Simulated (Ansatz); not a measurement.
**PbS in Ansatz: the effect of functional**

PbS:

```
Pb S
1.0
     2.15410    1.24367    3.51962
    -2.15410    1.24367    3.51962
     0.00000   -2.48734    3.51962
Pb S
1 1
Cartesian
  0.0000 0.0000 10.3537
  0.0000 0.0000 5.0158
```

The cell is a database's computed one.

The cell isn't the ideal one: volume scaled by 1.06.

Alike in all runs:

```yaml
Program: Ansatz 0.2.0
Task: single point
Potentials_or_basis: Ansatz PAW
k_mesh: 8 × 8 × 8
Occupations: fermi-dirac, width 0.05 eV
Spin: no spin polarisation
```

| functional | cutoff | gap on the mesh (eV) | pressure (GPa) | largest force (eV/Å) |
| --- | --- | --- | --- | --- |
| PBEsol | 420 eV (not typed: the program's choice for these potentials) | 0.53 | -4.6 | 0.02 |
| LDA | 420 eV (not typed: the program's choice for these potentials) | ? | ? | ? |
| r2SCAN | 500 eV (not typed: the program's choice for these potentials) | 0.90 | -3.0 | 0.02 |

Task: What does the run with functional LDA give?

Result: gap on the mesh 0.50 eV; pressure -6.2 GPa; largest force 0.03 eV/Å.

Caveats: spin-orbit coupling is left out, which as a rule narrows the gap of such compounds by several tenths of an eV; the PAW data sets come from PBE, with cores solved anew for the run's functional, which leaves a small shift of forces and pressure.

A k mesh can miss the band edges.

Runs at the PBE level aren't shown here.
